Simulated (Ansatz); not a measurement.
# Where W_Al puts its levels in the gap of AlN (P6_3mc), part 2 of 2

Charge states of W_Al in AlN (P6_3mc), set against the band edges. Model: a cell of 72 host atoms with 1 Al taken out and 1 W put in.

Ansatz; place-levels on r2SCAN runs: charge-transition levels and formation energies with image-charge correction and potential alignment at the atomic sites; PAW set soft_1.

So far: The starting structure; The runs of each charge state.

**3. Levels against the band edges, r2SCAN**

A charged cell interacts with its images and the background, and its potential has another zero than the host's. place-levels removes the first by a point-charge model, screened by the static dielectric constant since the ions have relaxed around the charge, and the second by comparing potentials at atoms far from the defect.

The host is a run of the defect-free crystal in the same cutoffs, grids and k-points, so that basis and sampling errors cancel in part in the differences. The host is run in a cell of 8 atoms on a matching mesh. Its band edges are searched through the zone by a band path, so the gap is smaller than, or equal to, that on the mesh. Chemical potentials are energies per atom of Al (fcc) and W (bcc), run with the same functional and cutoff.

Input file levels.point.yaml:

```yaml
host:
  run: host.point.run
states: [qm1.point.run, qm1_M4.point.run, qm1_M2.point.run, q0_M1.point.run, q0_M3.point.run, qp1.point.run, qp1_M2.point.run, qp2_M1.point.run]
geometry_from:
  qm1.point.run: qm1.relax.run
  qm1_M4.point.run: qm1_M4.relax.run
  qm1_M2.point.run: qm1_M2.relax.run
  q0_M1.point.run: q0_M1.relax.run
  q0_M3.point.run: q0_M3.relax.run
  qp1.point.run: qp1.relax.run
  qp1_M2.point.run: qp1_M2.relax.run
  qp2_M1.point.run: qp2_M1.relax.run
  host.point.run: host.relax.run
chemical_potentials:
  Al:
    energy: -540.418346
    dataset: <sha256 of the dataset>
  W:
    energy: -10398.256653
    dataset: <sha256 of the dataset>
epsilon: [4.49, 4.49, 4.72]
static_epsilon: [8.15, 8.15, 9.65]
vertical:
  - { from: qm1.point.run, to: qm1.point_neutral.run }
  - { from: qm1_M4.point.run, to: qm1_M4.point_neutral.run }
  - { from: qm1_M2.point.run, to: qm1_M2.point_neutral.run }
  - { from: qp1.point.run, to: qp1.point_neutral.run }
  - { from: qp1_M2.point.run, to: qp1_M2.point_neutral.run }
  - { from: qp2_M1.point.run, to: qp2_M1.point_neutral.run }
```

Command:

```bash
$ ansatz place-levels levels.point.yaml -- --threads 8 --pin off --max-ram 15073MiB
```

Log:

```text
[... repeated set-up lines and file paths are left out, and long positions are rounded to six places ...]
(+2/+1) 1.751 eV above the valence edge, 3.127 eV under the conduction edge
(+1/0) 3.502 eV above the valence edge, 1.375 eV under the conduction edge
(0/-1) 4.056 eV above the valence edge, 0.822 eV under the conduction edge
formation energy of charge +2: +1.472 eV with the Fermi level at the valence edge
formation energy of charge +1: +3.222 eV with the Fermi level at the valence edge
formation energy of charge 0: +6.725 eV with the Fermi level at the valence edge
formation energy of charge -1: +10.781 eV with the Fermi level at the valence edge
vertical -1 to 0: no energy, since no alignment is typed
  the change from vertical[0].from (qm1.point.run) to vertical[0].to (qm1.point_neutral.run): by its potential at epsilon [4.49, 4.49, 4.72] it stands at 0.437 0.578 0.518, with an rms radius of about 1.7 Å (1.1 1.1 0.6 Å across the planes of the cell's [...]
vertical -1 to 0: no energy, since no alignment is typed
  the change from vertical[1].from (qm1_M4.point.run) to vertical[1].to (qm1_M4.point_neutral.run): by its potential at epsilon [4.49, 4.49, 4.72] it stands at 0.335 0.441 0.524, with an rms radius of about 1.9 Å (1.2 1.3 0.7 Å across the planes of the cell's [...]
vertical -1 to 0: no energy, since no alignment is typed
  the change from vertical[2].from (qm1_M2.point.run) to vertical[2].to (qm1_M2.point_neutral.run): by its potential at epsilon [4.49, 4.49, 4.72] it stands at 0.337 0.481 0.524, with an rms radius of about 2.0 Å (1.1 1.5 0.7 Å across the planes of the cell's [...]
vertical +1 to 0: no energy, since no alignment is typed
  the change from vertical[3].from (qp1.point.run) to vertical[3].to (qp1.point_neutral.run): by its potential at epsilon [4.49, 4.49, 4.72] it stands at 0.506 0.560 0.468, with an rms radius of about 1.6 Å (0.8 1.1 0.9 Å across the planes of the cell's [...]
vertical +1 to 0: no energy, since no alignment is typed
  the change from vertical[4].from (qp1_M2.point.run) to vertical[4].to (qp1_M2.point_neutral.run): by its potential at epsilon [4.49, 4.49, 4.72] it stands at 0.465 0.537 0.495, with an rms radius of about 1.9 Å (1.1 1.1 1.0 Å across the planes of the cell's [...]
vertical +2 to 0: no energy, since no alignment is typed
  the change from vertical[5].from (qp2_M1.point.run) to vertical[5].to (qp2_M1.point_neutral.run): by its potential at epsilon [4.49, 4.49, 4.72] it stands at 0.470 0.535 0.502, with an rms radius of about 1.9 Å (1.1 1.1 1.1 Å across the planes of the cell's [...]
  edges by r2scan, gap 4.878 eV; the host is sampled to repeats of 18.64 Å
  the defect's cells are sampled to repeats of 18.64 Å, like sampling
  charge +2: -43295.7149 eV with its correction of +1.665 eV, at epsilon [8.15, 8.15, 9.65], aligned at sites: +0.3070 eV, mean over 33 atomic sites at or beyond 4.66 Å from the host's site at [0.4444, 0.5556, 0.4997] by the defect at [0.4444, 0.5556, [...]
  charge +1: -43287.0460 eV with its correction of +0.577 eV, at epsilon [8.15, 8.15, 9.65], aligned at sites: +0.3147 eV, mean over 33 atomic sites at or beyond 4.66 Å from the host's site at [0.4444, 0.5556, 0.4997] by the defect at [0.4444, 0.5556, [...]
  charge 0: +0.000 eV for its dipole among its images, +0.000 omitted
  charge -1: -43265.6515 eV with its correction of -0.099 eV, at epsilon [8.15, 8.15, 9.65], aligned at sites: +0.3623 eV, mean over 33 atomic sites at or beyond 4.66 Å from the host's site at [0.4444, 0.5556, 0.4997] by the defect at [0.4444, 0.5556, [...]
  charge +1: states[5] (qp1.point.run) stands 0.777 eV higher, with a moment of 0.00 μB against 2.00
  charge 0: states[3] (q0_M1.point.run) stands 0.092 eV higher, with a moment of 1.00 μB against 3.00
  charge -1: states[2] (qm1_M2.point.run) stands 0.285 eV higher, with a moment of 2.00 μB against 4.00
  charge -1: states[0] (qm1.point.run) stands 0.830 eV higher, with a moment of 0.00 μB against 4.00
  of states[7] (qp2_M1.point.run): it parts from the run that its charge is read beside by 2 carriers, of which the mean alone is read, by its potential at epsilon [4.49, 4.49, 4.72], taken for that of held ions (one typed too small widens it): that is [...]
  of states[6] (qp1_M2.point.run): its displacements don't fall off away from the defect: farther atoms stand 0.01 Å off the host's places. [...]
  of states[4] (q0_M3.point.run): its displacements don't fall off away from the defect: farther atoms stand 0.013 Å off the host's places. [...]
  of states[1] (qm1_M4.point.run): its displacements don't fall off away from the defect: farther atoms stand 0.017 Å off the host's places. [...]
  of states[5] (qp1.point.run): its displacements don't fall off away from the defect: farther atoms stand 0.014 Å off the host's places. [...]
  of states[3] (q0_M1.point.run): its displacements don't fall off away from the defect: farther atoms stand 0.013 Å off the host's places. [...]
  of states[2] (qm1_M2.point.run): it parts from the run at its places by a charge that spreads by about 1.5 Å along one vector (1.4 Å or more is wide), by its potential at epsilon [4.49, 4.49, 4.72], taken for that of held ions (one typed too small widens [...]
  of vertical[0].to (qm1.point_neutral.run): stability_check_not_made
  of vertical[1].from (qm1_M4.point.run): its displacements don't fall off away from the defect: farther atoms stand 0.017 Å off the host's places. [...]
  of vertical[1].to (qm1_M4.point_neutral.run): its displacements don't fall off away from the defect: farther atoms stand 0.017 Å off the host's places. [...]
  of vertical[2].from (qm1_M2.point.run): its displacements don't fall off away from the defect: farther atoms stand 0.017 Å off the host's places. [...]
  of vertical[2].to (qm1_M2.point_neutral.run): its displacements don't fall off away from the defect: farther atoms stand 0.017 Å off the host's places. [...]
  of vertical[3].from (qp1.point.run): its displacements don't fall off away from the defect: farther atoms stand 0.014 Å off the host's places. [...]
  of vertical[3].to (qp1.point_neutral.run): its displacements don't fall off away from the defect: farther atoms stand 0.014 Å off the host's places. [...]
  of vertical[4].from (qp1_M2.point.run): its displacements don't fall off away from the defect: farther atoms stand 0.01 Å off the host's places. [...]
  of vertical[4].to (qp1_M2.point_neutral.run): its displacements don't fall off away from the defect: farther atoms stand 0.01 Å off the host's places. [...]
  of vertical[5].from (qp2_M1.point.run): its displacements don't fall off away from the defect: farther atoms stand 0.012 Å off the host's places. [...]
  of vertical[5].to (qp2_M1.point_neutral.run): its displacements don't fall off away from the defect: farther atoms stand 0.012 Å off the host's places. [...]
```

Elapsed: 1.1 s, on 8 threads of Arm Neoverse V1, shared host.

Levels between the charges placed, in eV above the valence top:

```
        gap (eV)  (+2/+1)  (+1/0)  (0/−1)
r2SCAN      4.88     1.75    3.50    4.06
```

Corrections by state:

```
charge  moment (μB)  image terms and alignment (eV)  band filling (eV)                               ε used  over the lowest of its charge, as the program ranks them, band filling apart (eV)
    +2          1.0                           1.665                  -  principal values (8.15, 8.15, 9.65)                                                                              0.000
    +1          2.0                           0.577                  -  principal values (8.15, 8.15, 9.65)                                                                              0.000
     0          3.0                           0.000                  -                                    -                                                                              0.000
    −1          4.0                          -0.099                  -  principal values (8.15, 8.15, 9.65)                                                                              0.000
    +1          0.0                           0.577                  -  principal values (8.15, 8.15, 9.65)                                                                              0.777
     0          1.0                           0.000                  -                                    -                                                                              0.092
    −1          2.0                          -0.099                  -  principal values (8.15, 8.15, 9.65)                                                                              0.285
    −1          0.0                          -0.093                  -  principal values (8.15, 8.15, 9.65)                                                                              0.830
```

The charged structures listed were also run neutral, and place-levels reads from each pair, by the potential or the spins, how wide the charge is by which they differ; that can be the carrier of either run.

```
charge  rms radius (Å)  spread where it is widest against the cell (Å)  wide from (Å)  reading
    +2             1.9                                            1.09           1.40   narrow
    +1             1.9                                            1.14           1.40   narrow
    −1             1.9                                            1.27           1.40   narrow
```

The neutral runs of these pairs need not share the spin of the lowest neutral state, and very wide values only mean spread over the cell.

From the program's caveats on the states, each cut to its opening words:

- charge +2 (1 μB): it parts from the run that its charge is read beside by 2 carriers, of which the mean alone is read, by its potential at epsilon [4.49, 4.49, 4.72], taken for [...]
- charge +2 (1 μB): its alignment with the host at atomic sites is doubtful: the mean over the far sites moves by -0.0519 eV from their farther parts to their nearer, more than [...]
- charge +2 (1 μB): its displacements don't fall off away from the defect: farther atoms stand 0.012 Å off the host's places
- charge +2 (1 μB), +1 (2 μB), 0 (3 μB), −1 (4 μB), 0 (1 μB), −1 (2 μB): flagged: stability check not made
- charge +1 (2 μB): its displacements don't fall off away from the defect: farther atoms stand 0.01 Å off the host's places
- charge 0 (3 μB), 0 (1 μB): its displacements don't fall off away from the defect: farther atoms stand 0.013 Å off the host's places
- charge −1 (4 μB), −1 (2 μB): its displacements don't fall off away from the defect: farther atoms stand 0.017 Å off the host's places
- charge +1: its displacements don't fall off away from the defect: farther atoms stand 0.014 Å off the host's places
- charge −1 (2 μB): it parts from the run at its places by a charge that spreads by about 1.5 Å along one vector (1.4 Å or more is wide), by its potential at epsilon [4.49, 4.49, [...]

The host's formation energy from the elements is -1.627 eV per atom; it sets how far the chemical potentials can move.

Limit set by the element alone; other compounds of these elements are not counted. Chemical potentials from the elements' reference states: Al 0.00 eV, N -3.25 eV, W 0.00 eV. Formation energy by charge state (Al-rich; gap 4.88 eV):

```
charge  at valence top (eV)  at conduction bottom (eV)  correction included (eV)
    +2                 1.47                      11.23                      1.67
    +1                 3.22                       8.10                      0.58
     0                 6.72                       6.72                      0.00
    −1                10.78                       5.90                     -0.10
```

| Fermi level (eV) | lowest formation energy (eV) |
| --- | --- |
| 0.00 | 1.47 |
| 0.44 | 2.36 |
| 0.89 | 3.24 |
| 1.33 | 4.13 |
| 1.77 | 4.99 |
| 2.22 | 5.44 |
| 2.66 | 5.88 |
| 3.11 | 6.33 |
| 3.55 | 6.72 |
| 3.99 | 6.72 |
| 4.43 | 6.35 |
| 4.88 | 5.90 |

Limit set by the element alone; other compounds of these elements are not counted. Chemical potentials from the elements' reference states: N 0.00 eV, Al -3.25 eV, W 0.00 eV. Formation energy by charge state (N-rich; gap 4.88 eV):

```
charge  at valence top (eV)  at conduction bottom (eV)  correction included (eV)
    +2                -1.78                       7.97                      1.67
    +1                -0.03                       4.85                      0.58
     0                 3.47                       3.47                      0.00
    −1                 7.53                       2.65                     -0.10
```

| Fermi level (eV) | lowest formation energy (eV) |
| --- | --- |
| 0.00 | -1.78 |
| 0.44 | -0.90 |
| 0.89 | -0.01 |
| 1.33 | 0.88 |
| 1.77 | 1.74 |
| 2.22 | 2.18 |
| 2.66 | 2.63 |
| 3.11 | 3.07 |
| 3.55 | 3.47 |
| 3.99 | 3.47 |
| 4.43 | 3.09 |
| 4.88 | 2.65 |

**4. Effect of the sampling**

The relaxations' own energies give the levels at their sampling, for comparison.

Input file levels.relax_mesh.yaml:

```yaml
host:
  run: host.relax.run
states: [qm1.relax.run, qm1_M4.relax.run, qm1_M2.relax.run, q0_M1.relax.run, q0_M3.relax.run, qp1.relax.run, qp1_M2.relax.run, qp2_M1.relax.run]
chemical_potentials:
  Al:
    energy: -540.418346
    dataset: <sha256 of the dataset>
  W:
    energy: -10398.256653
    dataset: <sha256 of the dataset>
```

Command:

```bash
$ ansatz place-levels levels.relax_mesh.yaml -- --threads 8 --pin off --max-ram 15073MiB
```

Log:

```text
(+2/+1) 1.803 eV above the valence edge, 3.083 eV under the conduction edge
(+1/0) 3.468 eV above the valence edge, 1.418 eV under the conduction edge
(0/-1) 4.065 eV above the valence edge, 0.821 eV under the conduction edge
formation energy of charge +2: +1.555 eV with the Fermi level at the valence edge
formation energy of charge +1: +3.358 eV with the Fermi level at the valence edge
formation energy of charge 0: +6.826 eV with the Fermi level at the valence edge
formation energy of charge -1: +10.891 eV with the Fermi level at the valence edge
  edges by r2scan, gap 4.886 eV; the host is sampled to repeats of 13.64 Å
[... the lines on each state left out ...]
```

Run time: 0.28 s. Hardware: 8 threads.

Levels between neighbouring charges, in eV above the valence top:

```
                        gap (eV)  (+2/+1)  (+1/0)  (0/−1)
one point at (¼, ¼, ¼)      4.89     1.80    3.47    4.06
  a 2×2×2 shifted mesh      4.88     1.75    3.50    4.06
```

Going from one point at (¼, ¼, ¼) to a 2×2×2 shifted mesh moves the levels that carry no band-filling term by up to 0.05 eV and formation energies against the elements by up to 0.14 eV.

**5. Summary of results**

```json
{
 "gap of the host": "4.88 eV (r2SCAN)",
 "level (plus 2/plus 1)": "1.75 eV above the valence top",
 "level (plus 1/0)": "3.50 eV above the valence top",
 "level (0/minus 1)": "4.06 eV above the valence top",
 "lowest of the charges placed, just above the valence top (0.02 eV)": "+2",
 "lowest of the charges placed, just below the conduction bottom (0.02 eV)": "−1",
 "lowest formation energy at mid-gap of the charges run, Al-rich": "5.66 eV",
 "lowest formation energy at mid-gap of the charges run, N-rich": "2.41 eV"
}
```

Of the charges placed (−1, 0, +1 and +2), the lowest changes at 1.75 eV (+2/+1), 3.50 eV (+1/0) and 4.06 eV (0/−1) above the valence top, in a gap of 4.88 eV. Charges above +2 and below −1 were not placed, so these runs say nothing of levels that involve them. States placed: +2 at 1 μB; +1 at 2 μB and 0 μB; 0 at 3 μB and 1 μB; −1 at 4 μB, 2 μB and 0 μB. Other spin states or structures, where not listed, weren't placed. Corrections reach 1.7 eV, so the cell is small for these charges and their levels are rough. W is taken at its element; compounds, which aren't counted here, bound the chemical potentials and would shift these formation energies. Going from one point at (¼, ¼, ¼) to a 2×2×2 shifted mesh moves the levels that carry no band-filling term by up to 0.05 eV and formation energies against the elements by up to 0.14 eV. The program doubts the alignment of potentials for at least one state, a sign that the cell is small. Limits: r2SCAN makes the gap too small and tends to spread out bound carriers; where a gas molecule sets a chemical potential or the host's formation energy, its binding is uncorrected; spin–orbit coupling, which can matter with heavy atoms, is left out; force components of up to 0.19 eV/Å remain in a run at the final settings.

[Logs are printed without paths, hosts, clocks, repeated set-up lines and the standing remarks that a program may print on its own settings, such as how far it seeks lower states.]

[Hosts, paths, dates, database ids (printed as entryN), source tags and the programs' standing remarks are cut or masked in the printed files.]

[Where a table of states has a column of steps, it counts the stored structures, which are thinned; the runs took as many ionic steps or more.]

[A defect's name tells the site on which it was built; relaxed atoms can leave that site.]

[For some hosts the program warned that the k-mesh of the response run may be too coarse for force constants and the static dielectric constant; such warnings are not shown here.]
